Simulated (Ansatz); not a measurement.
Write the native input for Ansatz 0.2.0 that does the following.

- Task: single point
- Functional: PBE
- Potentials or basis: all-electron LAPW, scalar-relativistic
- Cutoff: 63 eV (chosen from the basis error)
- Basis error allowed: 0.002 eV/atom
- k mesh: 7 × 7 × 1
- Occupations: fermi-dirac, width 0.05 eV
- Spin: no spin polarisation

The system is Bi, a slab with vacuum.

```
CELL_PARAMETERS angstrom
4.53900 0.00000 0.00000
-2.26950 3.93089 0.00000
0.00000 0.00000 26.82900
ATOMIC_POSITIONS crystal
Bi 0.33333 0.66667 0.27955
Bi 0.66667 0.33333 0.50000
Bi 0.33333 0.66667 0.72045
```

The input as run:

input.yaml

```yaml
crystal:
  lattice:
    - [4.5390002997, 0.0, 0.0]
    - [-2.2695001498, 3.9308895674, 0.0]
    - [0.0, 0.0, 26.829]
  atoms:
    - { symbol: Bi, position: [0.3333333333, 0.6666666666, 0.27954825] }
    - { symbol: Bi, position: [0.6666666667, 0.3333333334, 0.5] }
    - { symbol: Bi, position: [0.3333333333, 0.6666666666, 0.72045175] }
kpoints:
  mp_grid: { grid: [7, 7, 1] }
scf:
  occupations: { method: fermi_dirac, width: 0.05 }
hamiltonian:
  xc: pbe
  pseudopotentials: { kind: all_electron, lapw: { basis_error: 0.002 } }
output:
  forces: true
  stress: true
  eigenvalues: true
```

Potentials or basis: all-electron LAPW, scalar-relativistic.

Run with:

```bash
$ ansatz run input.yaml --threads 4 --pin off --max-ram 14336MiB --backend cpu --events-out ev --progress --plain --runs-dir out
```

It gave:

```json
{
  "Largest force": "0.032 eV/Å",
  "Band gap on the k mesh": "none (metal or under the smearing width)",
  "Work function": "4.79 eV"
}
```

Caveat: spin-orbit coupling is left out, which moves the levels of the heavy elements.

Run time: 6.7 s on 4 threads of Intel(R) Xeon(R) Processor @ 2.50GHz (Skylake/Cascade Lake), on a shared host, peak memory 0.34 GiB.
